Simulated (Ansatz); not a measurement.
Ti under changes of volume

One of the cells (17.636 Å³/atom); the others are scaled copies at fixed shape and fractional positions:

```xyz
2
Lattice="2.9500 0.0000 0.0000 -1.4750 2.5548 0.0000 0.0000 0.0000 4.6800" Properties=species:S:1:pos:R:3 pbc="T T T"
Ti    1.4750    0.8516    3.5100
Ti    0.0000    1.7032    1.1700
```

* Program: Ansatz 0.2.0
* Functional: LDA
* Potentials or basis: Ansatz PAW
* Cutoff: 420 eV (not typed: the program's choice for these potentials)
* k mesh: 10 × 10 × 6
* Occupations: fermi-dirac, width 0.05 eV
* Spin: no spin polarisation

| volume (Å³/atom) | energy over the lowest point (meV/atom) | pressure (GPa) |
| --- | --- | --- |
| 16.577 | 0.00 | -3.5 |
| 16.930 | 10.49 | -5.8 |
| 17.283 | 25.77 | -7.9 |
| 17.636 | 45.37 | -9.8 |
| 17.988 | 68.91 | -11.5 |
| 18.341 | 96.02 | -13.0 |
| 18.694 | ? | ? |

**Question.** What does the run at 18.694 Å³/atom give?

**Answer.** Energy over the lowest point 126.35 meV/atom; pressure -14.4 GPa.

Worked out: A Birch-Murnaghan fit of order 3 (a polynomial in V^(-2/3)) to the other rows has its minimum at 16.08 Å³/atom, just outside them, with B0 = V·E''(V) = 125 GPa and B' = 3.5 at fixed shape and positions, which overstates the stiffness. It gives 126.40 meV/atom at 18.694 Å³/atom, against the run's 126.35, and -dE/dV = -14.5 GPa, against -14.4.

Energies are extrapolated to zero smearing.

Caveats: the PAW data sets come from PBE, with cores solved anew for the run's functional, which leaves a small shift of forces and pressure.
